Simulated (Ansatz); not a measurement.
# Si8N: the cost of one run

Method: DFT PBE+D3(BJ), scalar-relativistic, plane waves, PAW, in Ansatz 0.2.0.

4 further runs of the same task are left out: 4 set aside as unsound or not needed.

## Step 1: The structure to begin with

The structure is monoclinic, space group Pm (No. 6). The conventional cell has a = 6.313 Å, b = 7.631 Å, c = 23.032 Å, α = 90.00°, β = 90.00°, γ = 90.00°. Si (site symmetry 1) has 3 Si at 2.34 to 2.36 Å as nearest neighbours. Si (site symmetry m) is surrounded by 4 Si at 2.34 to 2.36 Å. Si (site symmetry m) is surrounded by 4 Si at 2.29 to 2.36 Å. Only part of the 14 independent sites is listed.

As a file:

```
CELL_PARAMETERS angstrom
7.63103 0.00000 0.00000
0.00000 6.31294 0.00000
0.00000 0.00000 23.03187
ATOMIC_POSITIONS crystal
Si 0.00000 0.93690 0.17367
Si 0.50000 0.93690 0.17367
Si 0.00000 0.56310 0.17367
Si 0.50000 0.56310 0.17367
Si 0.25000 0.43690 0.22150
Si 0.75000 0.43690 0.22150
Si 0.25000 0.06310 0.22150
Si 0.75000 0.06310 0.22150
Si 0.25000 0.93327 0.31772
Si 0.75000 0.93327 0.31772
Si 0.25000 0.56673 0.31772
Si 0.75000 0.56673 0.31772
Si 0.00000 0.42663 0.35741
Si 0.50000 0.42663 0.35741
Si 0.00000 0.07337 0.35741
Si 0.50000 0.07337 0.35741
N 0.25000 0.67663 0.51806
N 0.25000 0.67663 0.56582
```

This is the geometry at the first point of the grid.

## Step 2: The grid

Atoms count from 1 in the order of the input.

N2 is moved over the surface cell at a fixed height above a rigid substrate; the origin of the map has the adsorbate above Si13; the height is held at 3.70 Å.

The axes are (1) position of N17 along the first surface vector, from above Si13: 4 values from 0.00 to 0.75, periodic; (2) position of N17 along the second surface vector, from above Si13: 4 values from 0.00 to 0.75, periodic.

Nothing else is relaxed. Points are written as (first, second).

The two vectors of the plane (Å): (3.816, 0.000, 0.000); (0.000, 6.313, 0.000).

## Step 3: Grid point (0/4, 2/4) of the map's two axes

A dipole layer in the vacuum cancels the field that periodic copies would set up if the slab's two faces differ.

The input, input.yaml:

```yaml
crystal:
  lattice:
    - [7.6310340417, 0.0, 0.0]
    - [0.0, 6.3129357835, 0.0]
    - [0.0, 0.0, 23.0318711348]
  atoms:
    - { symbol: Si, position: [0.0, 0.9369021389, 0.1736723854] }
    - { symbol: Si, position: [0.5, 0.9369021389, 0.1736723854] }
    - { symbol: Si, position: [0.0, 0.5630978611, 0.1736723854] }
    - { symbol: Si, position: [0.5, 0.5630978611, 0.1736723854] }
    - { symbol: Si, position: [0.25, 0.4369021389, 0.2214950258] }
    - { symbol: Si, position: [0.75, 0.4369021389, 0.2214950258] }
    - { symbol: Si, position: [0.25, 0.0630978611, 0.2214950258] }
    - { symbol: Si, position: [0.75, 0.0630978611, 0.2214950258] }
    - { symbol: Si, position: [0.25, 0.9332664455, 0.3177235001] }
    - { symbol: Si, position: [0.75, 0.9332664455, 0.3177235001] }
    - { symbol: Si, position: [0.25, 0.5667335545, 0.3177235001] }
    - { symbol: Si, position: [0.75, 0.5667335545, 0.3177235001] }
    - { symbol: Si, position: [0.0, 0.4266292811, 0.3574121741] }
    - { symbol: Si, position: [0.5, 0.4266292811, 0.3574121741] }
    - { symbol: Si, position: [0.0, 0.0733707189, 0.3574121741] }
    - { symbol: Si, position: [0.5, 0.0733707189, 0.3574121741] }
    - { symbol: "N", position: [0.0, 0.9266292811, 0.5180591305] }
    - { symbol: "N", position: [0.0, 0.9266292811, 0.5658190365] }
basis:
  ecutwfc: 420
kpoints:
  mp_grid: { grid: [4, 4, 1] }
hamiltonian:
  xc: pbe
  pseudopotentials: { kind: paw, azcp: { folder: soft_1 } }
  dispersion: d3bj
scf:
  occupations: { method: gaussian, width: 0.05 }
output:
  forces: true
  eigenvalues: true
efield:
  axis: 3
  dipole_correction: true
  ramp_width: 0.04
```

Command:

```bash
$ ansatz run input.yaml --threads 1 --pin off --max-ram 3072MiB --backend cpu --events-out ev --progress --plain --runs-dir out
```

Q: Estimate wall time and peak memory on 1 thread of Arm Neoverse N1, shared host.

About 95 s, with a peak of 1.1 GiB.
